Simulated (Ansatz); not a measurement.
# La (P6_3/mmc) in Ansatz: density of states with RPBE

Aim: the density of states of La with RPBE.

All numbers are computed with Ansatz 0.2.0; they aren't measurements. Logs are shortened: lines on timing, memory, paths and dates and some standing lists are left out, and cuts for length are marked.

### 1 The cell of the first run

Symmetry: P6_3/mmc, No. 194, hexagonal system. Conventional cell: a = 3.481 Å, b = 3.481 Å, c = 5.635 Å, α = 90.00°, β = 90.00°, γ = 120.00°. La (site symmetry -6m2) is surrounded by 12 La at 3.46 to 3.48 Å.

This isn't the form of La at room conditions, which is double hcp.

### 2 Density of states, RPBE (volume scaled by 0.8)

input.yaml

```yaml
crystal:
  lattice:
    - [3.48119163, 0.0, 0.0]
    - [-1.740595815, 3.014800387, 0.0]
    - [0.0, 0.0, 5.63488884]
  atoms:
    - { symbol: La, position: [0.6666666667, 0.3333333333, 0.75] }
    - { symbol: La, position: [0.3333333333, 0.6666666667, 0.25] }
kpoints:
  mp_grid: { grid: [8, 8, 5] }
scf:
  occupations: { method: methfessel_paxton, width: 0.2 }
hamiltonian:
  xc: rpbe
  pseudopotentials: { kind: all_electron, lapw: { basis_error: 0.001 } }
output:
  forces: true
  stress: true
  eigenvalues: true
  dos: { projected: false, de: 0.1, e_range: [-10, 6] }
```

Potentials or basis: all-electron LAPW, scalar-relativistic.

Launch:

```console
$ ansatz run input.yaml --threads 2 --pin off --max-ram 6144MiB --backend cpu --events-out ev --progress --plain --runs-dir out
```

Output:

```text
Warning: RAYON_NUM_THREADS=2 ignored (pool sized by the plan → 2); use --threads N
LAPW: plane waves up to 6.092 Å⁻¹, error target 1.0e-3 eV per atom; small_component_spin mean_spin; La in spheres of 1.730 Å, 27 of its electrons in bands, Dirac shells [] (how accurate: hamiltonian.pseudopotentials.lapw.basis_error, Limitations)
Engine: ansatz 0.2.0, x86_64-unknown-linux-gnu
Pseudopotentials: kind: all_electron
Pseudopotential: La, LAPW, valence charge 27, lapw/all_electron/scalar/gaussian/La, Koelling and Harmon's equation, gaussian nucleus
Functional definition: RPBE
  parameter kappa = 0.804
  parameter beta = 0.06672455060314922
  exchange = rpbe_x(kappa = kappa, mu = beta*pi^2/3)
  correlation = pbe_c(beta = beta)
Crystal: 2 atoms, lattice volume = 59.139 Å³
Basis set: ecut = 141.37805603710393 eV, 233 PW (Γ), exchange–correlation at level 2
Bands: 33, of which v1, the nominal top of the filled ones, is band 27 counted from 1 (26 counted from 0)
Symmetry: 24 space group operations
Space group: P63/mmc (ITA 194), of the structure as read, at distance tolerance 3.9e-5 Å
k-points: 30 of 320
Non-local potential: La, projectors of the file, none
Initial density: superposition of atomic densities (chi_scale 0.1, normalization cell)
Initial wavefunctions: plane waves of lowest kinetic energy (no species holds an atomic orbital)
Functional: x = rpbe, c = pbe(β = 0.06672455060314922)
iter 1 solved again at ethr=3.89e-5 eV; its pass at ethr=1.00e-1 eV (dr2=2.10e-2 eV) is discarded
SCF iter   1: F=—  HF=-462235.176335 eV  |F-HF|=—  |Δ(HF+E_count)|=         —  Δρ=5.33e-3  dr2=2.09e-2  ethr=3.89e-5  ⟨swp⟩=5.9  Hψ=7144  notcnv=0
preconditioner: auto → Kerker (q_TF=auto, 2.687 Å⁻¹)  [metal: Δε(μ)=0.069 eV  Ē_g=12.639 eV  σ=0.200 eV  W_gap=0.29  n_scr=22 (ndim 8)  ℏωp=20.5 eV  f_vac=0.000  D(μ)=3.07/eV (n_scr^D=34)]
SCF iter   2: F=—  HF=-462235.151235 eV  |F-HF|=—  |Δ(HF+E_count)|=   2.51e-2  S|Δr|=    0.00e0  Δρ=3.61e-3  dr2=1.08e-2  ethr=3.86e-5  ⟨swp⟩=2.7  Hψ=3311  notcnv=0
SCF iter   3: F=—  HF=-462235.150358 eV  |F-HF|=—  |Δ(HF+E_count)|=   8.77e-4  S|Δr|=    0.00e0  Δρ=2.17e-3  dr2=4.08e-3  ethr=2.01e-5  ⟨swp⟩=2.0  Hψ=3231  notcnv=0
SCF iter   4: F=—  HF=-462235.150301 eV  |F-HF|=—  |Δ(HF+E_count)|=   5.76e-5  S|Δr|=    0.00e0  Δρ=8.34e-4  dr2=6.60e-4  ethr=7.56e-6  ⟨swp⟩=2.1  Hψ=3231  notcnv=0
iter 5 solved again at ethr=3.23e-8 eV; its pass at ethr=1.22e-6 eV (dr2=1.74e-5 eV) is discarded
SCF iter   5: F=—  HF=-462235.150258 eV  |F-HF|=—  |Δ(HF+E_count)|=   4.26e-5  S|Δr|=    0.00e0  Δρ=1.36e-4  dr2=1.74e-5  ethr=3.23e-8  ⟨swp⟩=2.1  Hψ=5313  notcnv=0
SCF iter   6: F=—  HF=-462235.150258 eV  |F-HF|=—  |Δ(HF+E_count)|=   2.43e-7  S|Δr|=    0.00e0  Δρ=3.93e-5  dr2=8.90e-7  ethr=3.22e-8  ⟨swp⟩=2.0  Hψ=3230  notcnv=0
SCF iter   7: F=—  HF=-462235.150259 eV  |F-HF|=—  |Δ(HF+E_count)|=   4.51e-7  S|Δr|=    0.00e0  Δρ=1.35e-5  dr2=1.27e-7  ethr=1.65e-9  ⟨swp⟩=3.0  Hψ=3306  notcnv=0
SCF iter   8: F=-462235.150259 eV  HF=-462235.150259 eV  |F-HF|=4.66e-10  |Δ(HF+E_count)|=   3.41e-8  S|Δr|=    0.00e0  Δρ=3.13e-6  dr2=9.15e-9  ethr=2.35e-10  ⟨swp⟩=3.0  Hψ=3328  notcnv=0
SCF 1 converged in 8 iterations: F = -462235.150259 eV  dr2 = 9.15e-9
SCF converged after 8 iterations
Stability not checked: this state was not tested for a lower state beside it, because cold or Methfessel-Paxton smearing, or corrected tetrahedra, fill the levels in a way that the test cannot read (fill_not_monotonic; see scf.lower_state_search)
Free energy (F): -462235.150259 eV
Harris-Foulkes:  -462235.150259 eV  (|F-HF|=4.66e-10)
Internal energy: -462235.155403 eV  (E = F + TS)
E sigma→0 (E₀):  -462235.151545 eV
Entropy (-TS):   0.005145 eV (2.572 meV/atom)
Fermi energy:    18.119905 eV
--- Per-component energies (eV) ---
  E_band       = -3593.495899
  E_kinetic    = 493690.142466
  E_xc         = -11125.070596
  E_electrostatic = -944800.227273  (all electrons and nuclei)
  E_smearing   = 0.005145  (= −TS)
  E_closure    = 0.000000  (closes the sum)
  E_atoms      = -462226.763530  (free atoms, spherical and without spin; not in F)
  Σ components = -462235.150259   (vs F -462235.150259, Δ=0.00e0)
  Basis errors (estimates in eV, not in F): energy 1.9e-4 per atom: plane waves 1.6e-4 (7.9e-5 summed), levels above the bands 6.6e-49, relativity 9.7e-9, radial functions 2.7e-5, core shells 1.1e-6; eigenvalues (radial functions only) 7.1e-7; not estimated: angular momenta, meshes, grids; target (lapw.basis_error) 1.0e-3; muffin-tin radii La 1.730 Å
--- Forces (eV/Å), atoms counted from 1 ---
  atom   1  La    -0.00000000    -0.00000000     0.00000000
  atom   2  La    -0.00000000     0.00000000     0.00000000
  max |Σ_I F_I| component: 3.70e-17 eV/Å
--- Stress (GPa, compression-positive) ---
        9.311857       0.000000       0.000000
        0.000000       9.311857       0.000000
        0.000000       0.000000      10.067999
  P = ⅓ Tr σ = 9.5639 GPa (95.639 kbar)
--- Band table (eV; the first three rows and the last of 30) ---
  k-point 0: bands = ["-174.5131", "-174.5130", "-174.4973", "-174.4973", "-174.4973", "-174.4973", "-78.4591", "-78.4591", "-78.4588", "-78.4588", "-78.4585", "-78.4584", "-78.4455", "-78.4455", "-78.4455", "-78.4455", "-14.5825", "-14.1019", "0.4816", "2.7318", "2.7318", "3.0716", "3.0716", "3.0956", "15.2857", "16.0824", "19.1805", "19.5278", "19.5278", "19.7965", "19.9685", "20.0441", "20.0441"]
  k-point 1: bands = ["-174.5130", "-174.5130", "-174.4973", "-174.4973", "-174.4973", "-174.4973", "-78.4591", "-78.4591", "-78.4589", "-78.4589", "-78.4585", "-78.4584", "-78.4455", "-78.4455", "-78.4455", "-78.4455", "-14.5395", "-14.1510", "0.6964", "2.7633", "2.7633", "2.7960", "3.0382", "3.0382", "15.6880", "16.2163", "19.0755", "19.4991", "19.4991", "19.5438", "19.7754", "19.9193", "19.9193"]
  k-point 2: bands = ["-174.5130", "-174.5130", "-174.4973", "-174.4973", "-174.4973", "-174.4973", "-78.4590", "-78.4590", "-78.4589", "-78.4589", "-78.4585", "-78.4584", "-78.4455", "-78.4455", "-78.4455", "-78.4455", "-14.4242", "-14.2760", "1.2842", "2.0774", "2.8467", "2.8467", "2.9516", "2.9516", "16.4409", "16.5146", "18.7861", "19.2501", "19.5228", "19.5228", "19.6888", "19.6888", "19.7220"]
  k-point 29: bands = ["-174.5130", "-174.5130", "-174.4973", "-174.4973", "-174.4973", "-174.4973", "-78.4591", "-78.4590", "-78.4590", "-78.4590", "-78.4583", "-78.4583", "-78.4454", "-78.4454", "-78.4453", "-78.4453", "-14.0206", "-13.9998", "0.8907", "0.9677", "1.5333", "1.7590", "2.5476", "2.6445", "16.8055", "17.2789", "17.7857", "18.0342", "19.1553", "19.3738", "20.0495", "20.0892", "20.2296"]
```

It took 5.2 s on 2 threads of Intel Xeon at 2.70GHz, shared host; peak memory 0.32 GiB.

Results:

```
Free energy            : -462235.1503 eV
Pressure               : 9.6 GPa
Band gap on the k mesh : none (metal or under the smearing width)
```

Stress tensor (GPa, compression positive):
```
 9.31  0.00  0.00
 0.00  9.31  0.00
 0.00  0.00 10.07
```

States per cell in windows of 1 eV (zero at the Fermi level; states under -8 eV left out):
```
from (eV)  total
     -8.0   0.00
     -7.0   0.00
     -6.0   0.00
     -5.0   0.00
     -4.0   0.00
     -3.0   0.31
     -2.0   3.11
     -1.0   2.68
      0.0   3.07
      1.0   6.13
      2.0   2.70
      3.0   0.00
      4.0   0.00
```

Spin-orbit coupling is left out, which matters for the levels of La.
